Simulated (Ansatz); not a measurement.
The system is KZnF3.

```
Zn K F
1.0
     4.05000    0.00000    0.00000
     0.00000    4.05000    0.00000
     0.00000    0.00000    4.05000
Zn K F
1 1 3
Cartesian
  2.0250 2.0250 2.0250
  0.0000 0.0000 0.0000
  2.0250 0.0000 2.0250
  0.0000 2.0250 2.0250
  2.0250 2.0250 0.0000
```

Base run:

```yaml
Program: Ansatz 0.2.0
Functional: PBE
Potentials_or_basis: Ansatz PAW
Cutoff: 420 eV
Density_cutoff: 1680 eV
k_mesh: 7 × 7 × 7
Occupations: fermi-dirac, width 0.05 eV
Spin: no spin polarisation
```

Its results: band gap on the k mesh 3.97 eV, indirect (least direct gap 5.69 eV); pressure 4.6 GPa.

Q: The run is repeated on the same cell with these changes: functional from PBE to r2SCAN; cutoff from 420 eV to 500 eV; density cutoff from 1680 eV to 2000 eV. What comes out?

A: Band gap on the k mesh 4.74 eV, indirect (least direct gap 6.59 eV); pressure -0.2 GPa.

r2SCAN gives the wider gap, since meta-GGAs in the generalised Kohn-Sham scheme recover part of the derivative discontinuity.

Caveats: odd divisions of the mesh miss points on the zone boundary, where band edges often lie, so the gap on the mesh can be too wide (some runs); the k mesh misses the band edges, so the gap on the mesh is wider than the one along the path (some runs); the PAW data sets come from PBE, with cores solved anew for the run's functional, which leaves a small shift of forces and pressure (some runs).

Not every run made on this cell is shown here.
